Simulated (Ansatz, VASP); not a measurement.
This is a calculation of C for VASP 6.6.1.

POSCAR

```
C
1.0
    0.0000000000      1.7833700000      1.7833700000
    1.7833700000      0.0000000000      1.7833700000
    1.7833700000      1.7833700000      0.0000000000
C
2
Direct
    0.7500000000      0.7500000000      0.7500000000
    0.5000000000      0.5000000000      0.5000000000
```

INCAR.step1

```
PREC = Accurate ; ENCUT = 520
ISMEAR = -1 ; SIGMA = 0.05
LREAL = False ; LASPH = True
NELM = 100 ; NBANDS = 11
GGA = PE ; ALGO = Normal
EDIFF = 1E-4 ; LWAVE = True
LCHARG = False
```

INCAR.step2

```
PREC = Accurate ; ENCUT = 520
EDIFF = 1E-6 ; ISMEAR = -1
SIGMA = 0.05 ; LREAL = False
LASPH = True ; NELM = 100
ALGO = Normal ; ISIF = 2
LWAVE = False ; LCHARG = False
METAGGA = R2SCAN ; LMIXTAU = True
NBANDS = 11 ; ISTART = 1
```

KPOINTS

```
regular mesh
0
Gamma
  13 13 13
```

Potentials or basis: VASP PAW PBE potentials, release 64 (C).

The run is started by

```bash
$ cat potpaw_PBE.64/C/POTCAR > POTCAR
$ cp INCAR.step1 INCAR
$ mpirun -np 1 vasp_std > vasp.out
$ cp INCAR.step2 INCAR
$ mpirun -np 1 vasp_std > vasp.out
```

**Question.** Translate it to Ansatz 0.2.0. Potentials there: Ansatz PAW.

**Answer.** As run (the cutoff follows the program's own potentials):

Contents of input.yaml:

```yaml
crystal:
  lattice:
    - [0.0, 1.78337, 1.78337]
    - [1.78337, 0.0, 1.78337]
    - [1.78337, 1.78337, 0.0]
  atoms:
    - { symbol: C, position: [0.75, 0.75, 0.75] }
    - { symbol: C, position: [0.5, 0.5, 0.5] }
hamiltonian:
  xc: r2scan
  pseudopotentials: { kind: paw }
kpoints:
  mp_grid: { grid: [13, 13, 13] }
scf:
  occupations: { method: fermi_dirac, width: 0.05 }
output:
  forces: true
  stress: true
  eigenvalues: true
```

Potentials or basis: Ansatz PAW.

Launch:

```console
$ ansatz run input.yaml --threads 1 --pin off --max-ram 3584MiB --backend cpu --events-out ev --progress --plain --runs-dir out
```

Both were run:

|  | VASP | Ansatz | Ansatz less VASP |
| --- | --- | --- | --- |
| gap on the k mesh at the Fermi level (eV) | 4.34 | 4.36 | +0.028 |
| least direct gap on the mesh (eV) | 5.84 | 5.88 | +0.045 |
| pressure (GPa) | -1.3 | -2.4 | -1.10 |

With one functional, cell and mesh, what is left measures potentials, basis and numerics.

Caveats: the PAW data sets were made with another functional, which shifts forces and pressure a little (VASP); an odd mesh through Γ misses points on the zone boundary, where band edges often lie (VASP); odd divisions of the mesh miss points on the zone boundary, where band edges often lie, so the gap on the mesh can be too wide (Ansatz); the PAW data sets come from PBE, with cores solved anew for the run's functional, which leaves a small shift of forces and pressure (Ansatz).
